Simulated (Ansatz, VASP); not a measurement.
# BN: VASP beside Ansatz

File POSCAR:

```
BN
1.0
    0.0000000000      1.7786474625      1.7458259350
    1.7786474625      0.0000000000      1.7458259350
    1.7786474625      1.7786474625      0.0000000000
B N
1 1
Direct
    0.0000000000      0.0000000000      0.0000000000
    0.5000000000      0.5000000000      0.5000000000
```

File INCAR.step1:

```
PREC = Accurate ; ENCUT = 520
EDIFF = 1E-5 ; ISMEAR = 0
SIGMA = 0.01 ; LREAL = F
LASPH = T ; NELM = 100
ALGO = Normal ; ISIF = 2
LWAVE = T ; LCHARG = F
GGA = PE ; NBANDS = 11
```

File INCAR.step2:

```
PREC = Accurate ; ENCUT = 520
EDIFF = 1E-6 ; ISMEAR = 0
SIGMA = 0.01 ; LREAL = F
LASPH = T ; NELM = 100
ALGO = Normal ; ISIF = 2
LWAVE = F ; LCHARG = F
GGA = PE ; LHFCALC = T
HFSCREEN = 0.2079 ; PRECFOCK = Normal
ISTART = 1 ; NBANDS = 11
```

The input KPOINTS:

```
regular mesh
0
Gamma
  8 8 8
```

Input for Ansatz:

```yaml
crystal:
  lattice:
    - [0.0, 1.7786474625, 1.745825935]
    - [1.7786474625, 0.0, 1.745825935]
    - [1.7786474625, 1.7786474625, 0.0]
  atoms:
    - { symbol: B, position: [0.0, 0.0, 0.0] }
    - { symbol: "N", position: [0.5, 0.5, 0.5] }
kpoints:
  mp_grid: { grid: [8, 8, 8] }
  band_path:
    path:
      - [0.0, 0.0, 0.0]
      - [0.5, 0.0, 0.5]
      - [0.625, 0.25, 0.625]
      - [0.375, 0.375, 0.75]
      - [0.5, 0.5, 0.5]
      - [0.5, 0.25, 0.75]
      - [0.0, 0.1666666667, -0.1666666667]
    npoints: 1
hamiltonian:
  xc: hse06
scf:
  occupations: { method: fixed }
  n_extra_bands: 4
output:
  forces: true
  stress: true
  eigenvalues: true
```

Change from the starting cell: biaxial_xy strain +1.9%.

Alike in both runs: task single point; functional HSE06; k mesh 8 × 8 × 8; no spin polarisation.

|  | VASP | Ansatz |
| --- | --- | --- |
| version | VASP 6.6.1 | Ansatz 0.2.0 |
| potentials or method | VASP PAW PBE potentials, release 64 (B, N) | plane waves, PAW |
| plane-wave cutoff (eV) | 520 | 420 |
| occupations | gaussian, width 0.01 eV | fixed |
| valence electrons in the cell | 8 | 8 |

|  | VASP | Ansatz | Ansatz less VASP |
| --- | --- | --- | --- |
| gap on the k mesh at the Fermi level (eV) | 1.71 | 1.72 | +0.009 |
| pressure (GPa) | -21.7 | -21.9 | -0.17 |
| largest component of the traceless stress (GPa) | 1.79 | 1.72 | -0.074 |

Ansatz warned: «stress_exchange_threshold_loose».

Caveats: so large a pressure means that the cell lies far from this level's equilibrium, or that cutoff or potentials fall short (VASP); the potentials were made for another functional, which shifts forces and pressure (VASP). A k mesh can miss the band edges.
